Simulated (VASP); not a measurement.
# MoSe2 (P6_3/mmc) in VASP: settings compared

One crystal, MoSe2, is run at these levels: PBE+D3(BJ), PBE, PBEsol; tasks: relaxation of cell and atoms.

Program: VASP 6.6.1. These are calculated values, not measurements. Logs are shortened: lines on timing, memory, paths and dates and some standing lists are left out, and cuts for length are marked.

### Step 1. Starting point

The structure is hexagonal, space group P6_3/mmc (No. 194). The conventional cell has a = 3.288 Å, b = 3.288 Å, c = 12.900 Å, α = 90.00°, β = 90.00°, γ = 120.00°. Mo (site symmetry -6m2) has 6 Se at 2.49 Å as nearest neighbours. Se (site symmetry 3m) is surrounded by 3 Mo at 2.49 Å.

### Step 2. Relaxation of cell and atoms, PBE+D3(BJ)

INCAR reads:

```
SYSTEM = MoSe2
PREC = Accurate
ENCUT = 600
EDIFF = 1E-6
ISMEAR = 0
SIGMA = 0.03
LREAL = .FALSE.
LASPH = .TRUE.
NELM = 80
ALGO = Normal
ISIF = 3
LWAVE = .FALSE.
LCHARG = .FALSE.
GGA = PE
IVDW = 12
IBRION = 2
NSW = 90
EDIFFG = -0.01
KPAR = 4
```

KPOINTS reads:

```
regular mesh
0
G
  9 9 2
  0 0 0
```

POSCAR reads:

```
MoSe2
1.0
    3.2880000000      0.0000000000      0.0000000000
   -1.6440000000      2.8474915276      0.0000000000
    0.0000000000      0.0000000000     12.9000000000
Mo Se
2 4
Direct
    0.3333333333      0.6666666667      0.2500000000
    0.6666666667      0.3333333333      0.7500000000
    0.3333333333      0.6666666667      0.6250000000
    0.6666666667      0.3333333333      0.1250000000
    0.3333333333      0.6666666667      0.8750000000
    0.6666666667      0.3333333333      0.3750000000
```

Potentials or basis: VASP PAW PBE potentials, release 64 (Mo_sv, Se).

On the command line:

```
cat potpaw_PBE.64/Mo_sv/POTCAR potpaw_PBE.64/Se/POTCAR > POTCAR
mpirun -np 4 vasp_std > vasp.out
```

OUTCAR:

```text
SYSTEM = MoSe2
   PREC = Accurate
   ENCUT = 600
   EDIFF = 1E-6
   ISMEAR = 0
   LREAL = .FALSE.
   LASPH = .TRUE.
   NELM = 80
   ISIF = 3
   GGA = PE
   IVDW = 12
   IBRION = 2
   NSW = 90
   EDIFFG = -0.01
 IVDW          = 12

 ion  position               nearest neighbor table
   1  0.333  0.667  0.250-   4 2.49   6 2.49   4 2.49   6 2.49   4 2.49   6 2.49
   2  0.667  0.333  0.750-   3 2.49   5 2.49   3 2.49   5 2.49   3 2.49   5 2.49
   3  0.333  0.667  0.625-   2 2.49   2 2.49   2 2.49
   4  0.667  0.333  0.125-   1 2.49   1 2.49   1 2.49
   5  0.333  0.667  0.875-   2 2.49   2 2.49   2 2.49
   6  0.667  0.333  0.375-   1 2.49   1 2.49   1 2.49

  LATTYP: Found a hexagonal cell.
 ALAT       =     3.2880000000
 C/A-ratio  =     3.9233576642

  Lattice vectors:

 A1 = (   3.2880000000,   0.0000000000,   0.0000000000)
 A2 = (  -1.6440000000,   2.8474915276,   0.0000000000)
 A3 = (   0.0000000000,   0.0000000000,  12.9000000000)

Analysis of symmetry for initial positions (statically):
=====================================================================
 Subroutine PRICEL returns:
 Original cell was already a primitive cell.

 Routine SETGRP: Setting up the symmetry group for a
 hexagonal supercell.

 Subroutine GETGRP returns: Found 24 space group operations
 (whereof 12 operations were pure point group operations)
 out of a pool of 24 trial point group operations.

The static configuration has the point symmetry D_3d.
 The point group associated with its full space group is D_6h.

Analysis of symmetry for dynamics (positions and initial velocities):
=====================================================================
 Subroutine PRICEL returns:
 Original cell was already a primitive cell.

 Routine SETGRP: Setting up the symmetry group for a
 hexagonal supercell.

 Subroutine GETGRP returns: Found 24 space group operations
 (whereof 12 operations were pure point group operations)
 out of a pool of 24 trial point group operations.

The dynamic configuration has the point symmetry D_3d.
 The point group associated with its full space group is D_6h.

 Subroutine INISYM returns: Found 24 space group operations
 (whereof 12 operations are pure point group operations),
 and found     1 'primitive' translations

----------------------------------------------------------------------------------------

                                     Primitive cell

  volume of cell :     120.7769

  direct lattice vectors                    reciprocal lattice vectors
     3.288000000  0.000000000  0.000000000     0.304136253  0.175593148  0.000000000
    -1.644000000  2.847491528  0.000000000     0.000000000  0.351186295  0.000000000
     0.000000000  0.000000000 12.900000000     0.000000000  0.000000000  0.077519380

  length of vectors
     3.288000000  3.288000000 12.900000000     0.351186295  0.351186295  0.077519380

  position of ions in fractional coordinates (direct lattice)
     0.333333333  0.666666667  0.250000000
     0.666666667  0.333333333  0.750000000
     0.333333333  0.666666667  0.625000000
     0.666666667  0.333333333  0.125000000
     0.333333333  0.666666667  0.875000000
     0.666666667  0.333333333  0.375000000

  ion indices of the primitive-cell ions
   primitive index   ion index
                 1           1
                 2           2
                 3           3
                 4           4
                 5           5
                 6           6

----------------------------------------------------------------------------------------

 KPOINTS: regular mesh

Automatic generation of k-mesh.
 Grid dimensions read from file:
 generate k-points for:    9    9    2

 Generating k-lattice:

  Cartesian coordinates                     Fractional coordinates (reciprocal lattice)
     0.033792917  0.019510350  0.000000000     0.111111111  0.000000000  0.000000000
     0.000000000  0.039020699  0.000000000     0.000000000  0.111111111  0.000000000
     0.000000000  0.000000000  0.038759690     0.000000000  0.000000000  0.500000000

  Length of vectors
     0.039020699  0.039020699  0.038759690

  Shift w.r.t. Gamma in fractional coordinates (k-lattice)
     0.000000000  0.000000000  0.000000000

 Subroutine IBZKPT returns following result:
 ===========================================

 Found     24 irreducible k-points:

 Following reciprocal coordinates:
            Coordinates               Weight
  0.000000  0.000000  0.000000      1.000000
  0.111111  0.000000  0.000000      6.000000
  0.222222 -0.000000  0.000000      6.000000
  0.333333  0.000000  0.000000      6.000000
  0.444444 -0.000000  0.000000      6.000000
  0.111111  0.111111  0.000000      6.000000
[... 16 lines left out ...]
  0.333333  0.222222  0.500000     12.000000
  0.333333  0.333333  0.500000      2.000000
   k-points           NKPTS =     24   k-points in BZ     NKDIM =     24   number of bands    NBANDS=     31
   number of dos      NEDOS =    301   number of ions     NIONS =      6
   total plane-waves  NPLWV =  84672
   dimension x,y,z NGX =    28 NGY =   28 NGZ =  108
   dimension x,y,z NGXF=    56 NGYF=   56 NGZF=  216
   ions per type =               2   4
   NGX,Y,Z   is equivalent  to a cutoff of  14.16, 14.16, 13.92 a.u.
   NGXF,Y,Z  is equivalent  to a cutoff of  28.31, 28.31, 27.84 a.u.
 SYSTEM =  MoSe2
   PREC   = accura    normal or accurate (medium, high low for compatibility)
   ISTART =      0    job   : 0-new  1-cont  2-samecut
   ICHARG =      2    charge: 1-file 2-atom 10-const
   ISPIN  =      1    spin polarized calculation?
   LNONCOLLINEAR =      F non collinear calculations
   LSORBIT =      F    spin-orbit coupling
   LASPH  =      T    aspherical Exc in radial PAW
   ENCUT  =  600.0 eV  44.10 Ry    6.64 a.u.   6.57  6.57 25.76*2*pi/ulx,y,z
   NELM   =     80;   NELMIN=  2; NELMDL= -5     # of ELM steps
   EDIFF  = 0.1E-05   stopping-criterion for ELM
   LREAL  =      F    real-space projection
   EDIFFG = -.1E-01   stopping-criterion for IOM
   NSW    =     90    number of steps for IOM
   IBRION =      2    ionic relax: 0-MD 1-quasi-New 2-CG
   NFREE  =      1    steps in history (QN), initial steepest desc. (CG)
   ISIF   =      3    stress and relaxation
   ISYM   =      2    0-nonsym 1-usesym 2-fastsym
   POTIM  = 0.5000    time-step for ionic-motion
   TEBEG  =    0.0;   TEEND  =   0.0 temperature during run
   PSTRESS=    0.0 pullay stress
   NELECT =      52.0000    total number of electrons
   NUPDOWN=      -1.0000    fix difference up-down
   EMIN   =  10.00;   EMAX   =-10.00  energy-range for DOS
   EFERMI =   0.00;   METHOD = LEGACY
   ISMEAR =     0;   SIGMA  =   0.03  broadening in eV -4-tet -1-fermi 0-gaus
   EFERMI_NEDOS =   21; number of points for ismear=-14 and -15
   IALGO  =     38    algorithm
   IMIX   =      4    mixing-type and parameters
     AMIX     =   0.40;   BMIX     =  1.00
     AMIX_MAG =   1.60;   BMIX_MAG =  1.00
  volume/ion in A,a.u.               =      20.13       135.84
  Fermi-wavevector in a.u.,A,eV,Ry     =   1.236179  2.336039 20.791580  1.528138
  Thomas-Fermi vector in A             =   2.370798
   LORBIT       =      0    0 simple, 1 ext, 2 COOP (PROOUT), +10 PAW based schemes
   GGA     = PE    functional components
   LHFCALC =     F    Hartree Fock is set to
   AEXX    =    0.0000 exact exchange contribution
   IVDW    =    12    specifies the selected vdW correction
   LEPSILON=     F    determine dielectric tensor
   LRPA    =     F    only Hartree local field effects (RPA)
 conjugate gradient relaxation of ions
 non-spin polarized calculation
 Gauss-broadening in eV      SIGMA  =   0.03
  energy-cutoff  :      600.00
  volume of cell :      120.78
 maximum number of plane-waves:      4085
 NGX is ok and might be reduce to    28
   NGX = 13   NGY = 13   NGZ = 51

--------------------------------------- Ionic step        1  -------------------------------------------

 number of electron      52.0000000 magnetization

 Free energy of the ion-electron system (eV)
  ---------------------------------------------------
  ext. energy  EPLUGINS =         0.00000000
  ---------------------------------------------------
  free energy    TOTEN  =       -39.72286923 eV

  energy without entropy =      -39.72286923  energy(sigma->0) =      -39.72286923

------------------------ aborting loop because EDIFF is reached ----------------------------------------

 Edisp (eV)   -2.81791

 E8    (eV) :    -1.2164

  FORCE on cell =-STRESS in cart. coord.  units (eV):
  Direction    XX          YY          ZZ          XY          YZ          ZX
  --------------------------------------------------------------------------------------
  -------------------------------------------------------------------------------------
  Total       2.00732     2.00732     6.19748     0.00000    -0.00000     0.00000
  in kB      26.62825    26.62825    82.21330     0.00000    -0.00000     0.00000
  external pressure =       45.16 kB  Pullay stress =        0.00 kB
[... 109 lines left out ...]
  FREE ENERGIE OF THE ION-ELECTRON SYSTEM (eV)
  ---------------------------------------------------
  free  energy   TOTEN  =       -42.6480674996 eV

  energy  without entropy=      -42.6480674996  energy(sigma->0) =      -42.64806750

[... ionic steps 4 to 11 ...]

--------------------------------------- Ionic step       12  -------------------------------------------

 number of electron      52.0000002 magnetization

------------------------ aborting loop because EDIFF is reached ----------------------------------------

 Edisp (eV)   -2.87569

 E8    (eV) :    -1.2406
[... 77 lines left out ...]
  energy  without entropy=      -42.6832728288  energy(sigma->0) =      -42.68327283

--------------------------------------- Ionic step       14  -------------------------------------------

 number of electron      52.0000002 magnetization

 Free energy of the ion-electron system (eV)
  ---------------------------------------------------
  ext. energy  EPLUGINS =         0.00000000
  ---------------------------------------------------
  free energy    TOTEN  =       -39.81140704 eV

  energy without entropy =      -39.81140704  energy(sigma->0) =      -39.81140704

 E-fermi :   6.9794     XC(G=0): -10.8318

 val. band max:        6.7250385893   @ k =   0.0000   0.0000   0.0000
 cond. band min:       7.5672989215   @ k =   0.2222   0.1111   0.0000
 fundamental gap:      0.8422603322
 Fermi energy:         6.9793555281

 k-point     1 :       0.0000    0.0000    0.0000
  band No.  band energies     occupation
      1     -54.4806      2.00000
      2     -54.4806      2.00000
      3     -28.6511      2.00000
      4     -28.6510      2.00000
      5     -28.4536      2.00000
      6     -28.4536      2.00000
[... 842 lines left out ...]
  FREE ENERGIE OF THE ION-ELECTRON SYSTEM (eV)
  ---------------------------------------------------
  free  energy   TOTEN  =       -42.6851719021 eV

  energy  without entropy=      -42.6851719021  energy(sigma->0) =      -42.68517190

 reached required accuracy - stopping structural energy minimisation
```

It took 4.5 min on 4 MPI ranks of Intel Xeon 6975P-C (Granite Rapids), shared host; peak memory 0.35 GiB.

What came out:

```yaml
Free_energy: -42.6852 eV
Relaxed_volume: 19.74 Å³/atom
Relaxed_cell: a = 3.279 Å, b = 3.279 Å, c = 12.725 Å, α = 90.00°, β = 90.00°, γ = 120.00°
Space_group_after_relaxing_to_0.05_Å: P6_3/mmc (No. 194)
Energy_gained_by_relaxing: 24.1 meV/atom
Ionic_steps: 14
Pressure_after_relaxing: 0.0 GPa
Band_gap_on_the_k_mesh: 0.84 eV, indirect (least direct gap 1.46 eV)
Dispersion_energy_per_atom: -0.479 eV
```

The path:
```tsv
step	energy change (eV)	largest force (eV/Å)	pressure (GPa)	volume (Å³)
1	0.0000	1.1441	4.52	120.78
2	0.2308	1.2853	-9.26	130.92
3	-0.1073	0.1481	-1.23	124.27
4	-0.1075	0.1809	-1.04	124.14
5	-0.1225	0.1168	-0.28	122.48
6	-0.1232	0.0997	-0.06	122.02
7	-0.1275	0.0908	-0.06	121.61
8	-0.1379	0.0632	-0.04	120.35
9	-0.1435	0.0013	0.20	117.83
10	-0.1443	0.0241	0.12	118.56
11	-0.1444	0.0212	0.12	118.46
12	-0.1443	0.0191	0.13	118.39
13	-0.1425	0.1161	-0.76	118.94
14	-0.1444	0.0004	0.01	118.46
```

Final structure:
```cif
data_structure
_symmetry_space_group_name_H-M 'P 1'
_symmetry_Int_Tables_number 1
_cell_length_a 3.2787
_cell_length_b 3.2787
_cell_length_c 12.7250
_cell_angle_alpha 90.000
_cell_angle_beta 90.000
_cell_angle_gamma 120.000
_cell_volume 118.46
loop_
_atom_site_label
_atom_site_type_symbol
_atom_site_fract_x
_atom_site_fract_y
_atom_site_fract_z
_atom_site_occupancy
Mo1 Mo 0.33333 0.66667 0.25000 1
Mo2 Mo 0.66667 0.33333 0.75000 1
Se1 Se 0.33333 0.66667 0.61833 1
Se2 Se 0.66667 0.33333 0.11833 1
Se3 Se 0.33333 0.66667 0.88167 1
Se4 Se 0.66667 0.33333 0.38167 1
```

Levels at points of the mesh, in eV from the valence-band top:
| k point | band 23 | band 24 | band 25 | band 26 | band 27 | band 28 | band 29 | band 30 |
| --- | --- | --- | --- | --- | --- | --- | --- | --- |
| (0.00, 0.00, 0.00) | -1.48 | -1.19 | -0.67 | 0.00 | 2.46 | 2.46 | 2.54 | 2.54 |
| (0.00, 0.00, 0.50) | -1.51 | -1.51 | -0.16 | -0.16 | 2.47 | 2.47 | 2.47 | 2.47 |

Caveat: an odd mesh through Γ misses points on the zone boundary, where band edges often lie.

### Step 3. Relaxation of cell and atoms, PBE+D3(BJ)

This run uses another cell than the first one, of 19.74 Å³/atom, 0.981 times its volume.

Changes to INCAR since step 2:

```diff
@@ -3,3 +3,3 @@
 ENCUT = 600
-EDIFF = 1E-6
+EDIFF = 1E-7
 ISMEAR = 0
@@ -17,3 +17,3 @@
 NSW = 90
-EDIFFG = -0.01
+EDIFFG = -0.005
 KPAR = 4
```

KPOINTS is that of step 2.

POSCAR reads:

```
MoSe2                                   
1.0
    3.2786626285     -0.0000000000     -0.0000000000
   -1.6393313142      2.8394051267      0.0000000000
   -0.0000000000     -0.0000000000     12.7250115930
  Mo              Se            
     2     4
Direct
     0.3333333332999970    0.6666666667000030    0.2500000000000000
     0.6666666667000030    0.3333333332999970    0.7500000000000000
     0.3333333332999970    0.6666666667000030    0.6183309793776686
     0.6666666667000030    0.3333333332999970    0.1183309793776689
     0.3333333332999970    0.6666666667000030    0.8816690206223313
     0.6666666667000030    0.3333333332999970    0.3816690206223311
```

Potentials or basis: VASP PAW PBE potentials, release 64 (Mo_sv, Se).

On the command line:

```
cat potpaw_PBE.64/Mo_sv/POTCAR potpaw_PBE.64/Se/POTCAR > POTCAR
mpirun -np 4 vasp_std > vasp.out
```

Wall time 24 s (4 MPI ranks of Intel Xeon 6975P-C (Granite Rapids), shared host); peak memory 0.32 GiB.

Results (log left out):

* Free energy: -42.6844 eV
* Pressure after relaxing: 0.0 GPa
* Band gap on the k mesh: 0.84 eV, indirect (least direct gap 1.46 eV)
* Dispersion energy per atom: -0.479 eV

Final structure:
```yaml
crystal:
  lattice:
    - [3.27866, 0.00000, 0.00000]
    - [-1.63933, 2.83941, 0.00000]
    - [0.00000, 0.00000, 12.72501]
  atoms:
    - { symbol: Mo, position: [0.33333, 0.66667, 0.25000] }
    - { symbol: Mo, position: [0.66667, 0.33333, 0.75000] }
    - { symbol: Se, position: [0.33333, 0.66667, 0.61833] }
    - { symbol: Se, position: [0.66667, 0.33333, 0.11833] }
    - { symbol: Se, position: [0.33333, 0.66667, 0.88167] }
    - { symbol: Se, position: [0.66667, 0.33333, 0.38167] }
```

Levels at points of the mesh, in eV from the valence-band top:
```tsv
k point	band 22	band 23	band 24	band 25	band 26	band 27	band 28	band 29	band 30	band 31
(0.00, 0.00, 0.00)	-1.48	-1.48	-1.19	-0.67	0.00	2.46	2.47	2.54	2.56	2.60
(0.00, 0.00, 0.50)	-1.51	-1.51	-1.51	-0.16	-0.16	2.47	2.47	2.47	2.47	2.75
```

Caveat: the relaxation stopped at its first step, so nothing moved; an odd mesh through Γ misses points on the zone boundary, where band edges often lie.

### Step 4. Relaxation of cell and atoms, PBE

INCAR reads:

```
ALGO = Normal
EDIFF = 1E-6
EDIFFG = -0.01
ENCUT = 600
GGA = PE
IBRION = 2
ISIF = 3
ISMEAR = 0
KPAR = 2
LASPH = T
LCHARG = F
LREAL = F
LWAVE = F
NELM = 80
NSW = 90
PREC = Accurate
SIGMA = 0.03
```

KPOINTS reads:

```
k-points
0
Gamma
  9 9 2
```

POSCAR reads:

```
MoSe2
1.0
    3.2880000000      0.0000000000      0.0000000000
   -1.6440000000      2.8474915276      0.0000000000
    0.0000000000      0.0000000000     12.9000000000
Mo Se
2 4
Direct
    0.3333333333      0.6666666667      0.2500000000
    0.6666666667      0.3333333333      0.7500000000
    0.3333333333      0.6666666667      0.6250000000
    0.6666666667      0.3333333333      0.1250000000
    0.3333333333      0.6666666667      0.8750000000
    0.6666666667      0.3333333333      0.3750000000
```

On the command line:

```
cat potpaw_PBE.64/Mo_sv/POTCAR potpaw_PBE.64/Se/POTCAR > POTCAR
mpirun -np 2 vasp_std > vasp.out
```

Wall time 11 min (2 MPI ranks of Intel Xeon 6975P-C (Granite Rapids), shared host); peak memory 0.34 GiB.

Results (log left out):

```yaml
Free_energy: -39.9775 eV
Relaxed_volume: 23.29 Å³/atom
Relaxed_cell: a = 3.323 Å, b = 3.323 Å, c = 14.611 Å, α = 90.00°, β = 90.00°, γ = 120.00°
Space_group_after_relaxing_to_0.05_Å: P6_3/mmc (No. 194)
Energy_gained_by_relaxing: 42.4 meV/atom
Ionic_steps: 33
Pressure_after_relaxing: 0.0 GPa
Largest_force_after_relaxing: 0.007 eV/Å
Band_gap_on_the_k_mesh: 1.39 eV, indirect (least direct gap 1.42 eV)
```

Forces on the atoms (eV/Å):
```
Mo   0.000  0.000  0.000
Mo   0.000  0.000  0.000
Se   0.000  0.000  0.007
Se   0.000  0.000  0.007
Se   0.000  0.000 -0.007
Se   0.000  0.000 -0.007
```

Step by step:
| step | energy change (eV) | largest force (eV/Å) | pressure (GPa) | volume (Å³) |
| --- | --- | --- | --- | --- |
| 1 | 0.0000 | 1.1451 | 8.30 | 120.78 |
| 2 | 0.5024 | 1.9456 | -11.26 | 139.89 |
| 3 | -0.2038 | 0.1617 | -0.31 | 126.98 |
| 4 | -0.2042 | 0.1136 | 0.02 | 126.71 |
| 5 | -0.2042 | 0.0918 | 0.16 | 126.59 |
| 6 | -0.2087 | 0.1057 | 0.23 | 126.77 |
| 7 | -0.2159 | 0.1452 | 0.46 | 127.28 |
| 8 | -0.2196 | 0.1418 | 0.32 | 127.80 |
| 9 | -0.2281 | 0.1319 | -0.07 | 129.37 |
| 10 | -0.2358 | 0.1076 | -0.75 | 132.53 |
| 11 | -0.2386 | 0.0505 | -0.45 | 132.73 |
| 12 | -0.2412 | 0.0464 | 0.06 | 133.06 |
| 13 | -0.2415 | 0.0927 | 0.29 | 133.21 |
| 14 | -0.2444 | 0.0825 | 0.34 | 133.73 |
| 15 | -0.2497 | 0.0562 | 0.51 | 135.27 |
| 16 | -0.2471 | 0.0245 | 1.00 | 138.27 |
| 17 | -0.2505 | 0.0529 | 0.74 | 136.48 |
| 18 | -0.2517 | 0.1367 | -0.42 | 138.69 |
| 19 | -0.2526 | 0.0612 | 0.04 | 137.79 |
| 20 | -0.2535 | 0.0378 | -0.04 | 138.18 |
| 21 | -0.2537 | 0.0207 | -0.08 | 138.46 |
| 22 | -0.2538 | 0.0077 | 0.09 | 138.33 |
| 23 | -0.2538 | 0.0026 | 0.03 | 138.38 |
| 24 | -0.2538 | 0.0047 | 0.04 | 138.40 |
| 25 | -0.2539 | 0.0106 | 0.07 | 138.45 |
| 26 | -0.2539 | 0.0133 | 0.09 | 138.48 |
| 27 | -0.2539 | 0.0156 | 0.07 | 138.53 |
| 28 | -0.2540 | 0.0239 | 0.02 | 138.68 |
| 29 | -0.2541 | 0.0399 | -0.08 | 138.97 |
| 30 | -0.2541 | 0.0384 | -0.07 | 139.01 |
| 31 | -0.2542 | 0.0333 | -0.07 | 139.11 |
| 32 | -0.2544 | 0.0251 | -0.05 | 139.31 |
| 33 | -0.2547 | 0.0069 | -0.02 | 139.72 |

Final structure:
```yaml
crystal:
  lattice:
    - [3.32297, 0.00000, 0.00000]
    - [-1.66148, 2.87777, 0.00000]
    - [0.00000, 0.00000, 14.61112]
  atoms:
    - { symbol: Mo, position: [0.33333, 0.66667, 0.25000] }
    - { symbol: Mo, position: [0.66667, 0.33333, 0.75000] }
    - { symbol: Se, position: [0.33333, 0.66667, 0.63568] }
    - { symbol: Se, position: [0.66667, 0.33333, 0.13568] }
    - { symbol: Se, position: [0.33333, 0.66667, 0.86432] }
    - { symbol: Se, position: [0.66667, 0.33333, 0.36432] }
```

Levels at points of the mesh, in eV from the valence-band top:
```tsv
k point	band 24	band 25	band 26	band 27	band 28	band 29
(0.00, 0.00, 0.00)	-1.21	-0.56	0.00	2.75	2.75	2.77
(0.00, 0.00, 0.50)	-1.21	-0.18	-0.18	2.76	2.76	2.76
```

Caveat: the volume moved by over 15 % at a fixed basis, so the end points are rough; an odd mesh through Γ misses points on the zone boundary, where band edges often lie; this functional lacks dispersion, which binds the layers, so the pressure and a relaxed spacing across them are unreliable, and here the layers came unbound; the volume moved by +16 % from the deposited cell, more than functionals usually miss.

(Part 1 of 2 ends here.)
